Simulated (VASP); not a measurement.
These are LDA (Ceperley-Alder, Perdew-Zunger), VASP's LDA PAW potentials (set 64) (plane waves; VASP 6.6.1) values and carry that method's errors.

Gaps are without spin-orbit coupling.

```yaml
volume_per_atom: 6.50 Å³/atom
band gap (over mesh and band path): 1.20 eV
smallest direct gap (over mesh and band path): 4.10 eV
```

Problem. Which relaxed crystal gives these values?
(A) MgTe, F-43m (216)
(B) Be2C, Fm-3m (225)
(C) LiC, Immm (71)
(D) ZrO2, P4_2/nmc (137)

Solution. B, Be2C, Fm-3m (225)
